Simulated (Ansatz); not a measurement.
Starting cell, CaF₂ (fluorite):

```
CELL_PARAMETERS angstrom
      0.00000     2.72024     2.72024
      2.72024     0.00000     2.72024
      2.72024     2.72024     0.00000
ATOMIC_POSITIONS crystal
  Ca 0.00000 0.00000 0.00000
  F  0.25000 0.25000 0.25000
  F  0.75000 0.75000 0.75000
```

Scan: atom 3 (F, nearest neighbour Ca at 2.356 Å; its periodic images, 3.8 Å or more away, move with it) is displaced along Cartesian [110], direction (0.707, 0.707, 0.000) in Cartesian axes, by s. The other atoms stay.

All values below come from r2SCAN (plane waves to 500 eV, PAW, scalar-relativistic; Ansatz, a quantum-chemistry and plane-wave program). k mesh 9×9×9 (Γ-centred), Fermi-Dirac smearing 0.05 eV. E stands for the smeared free energy. CaF2 was relaxed with its symmetry unable to fall. The PAW data are Ansatz's earlier set. ΔE is measured from the undisplaced structure.

```json
[
 {"s (Å)": "-0.470", "ΔE (meV/cell)": "633"},
 {"s (Å)": "-0.376", "ΔE (meV/cell)": "withheld"},
 {"s (Å)": "-0.282", "ΔE (meV/cell)": "209"},
 {"s (Å)": "-0.188", "ΔE (meV/cell)": "90"},
 {"s (Å)": "-0.094", "ΔE (meV/cell)": "22"},
 {"s (Å)": "0.000", "ΔE (meV/cell)": "0"},
 {"s (Å)": "0.094", "ΔE (meV/cell)": "22"},
 {"s (Å)": "0.188", "ΔE (meV/cell)": "90"},
 {"s (Å)": "0.282", "ΔE (meV/cell)": "209"},
 {"s (Å)": "0.376", "ΔE (meV/cell)": "withheld"},
 {"s (Å)": "0.470", "ΔE (meV/cell)": "633"}
]
```

Fit an even polynomial form (powers 2, 4) to the given rows and predict ΔE at s = 0.376.

Least squares on the 9 given rows: ΔE = (2492)·s² + (1692)·s⁴, in meV/cell with s in Å; root-mean-square residual 0.1 meV/cell. At 0.376 the fit gives 386 meV/cell; the calculation gives 387 meV/cell, so the interpolation is off by -1 (-0.3 %). The quadratic term alone would give 352 meV/cell.

(For displaced atoms, the force is minus the slope of the energy, and its curvature is a force constant, which sets phonon frequencies.)
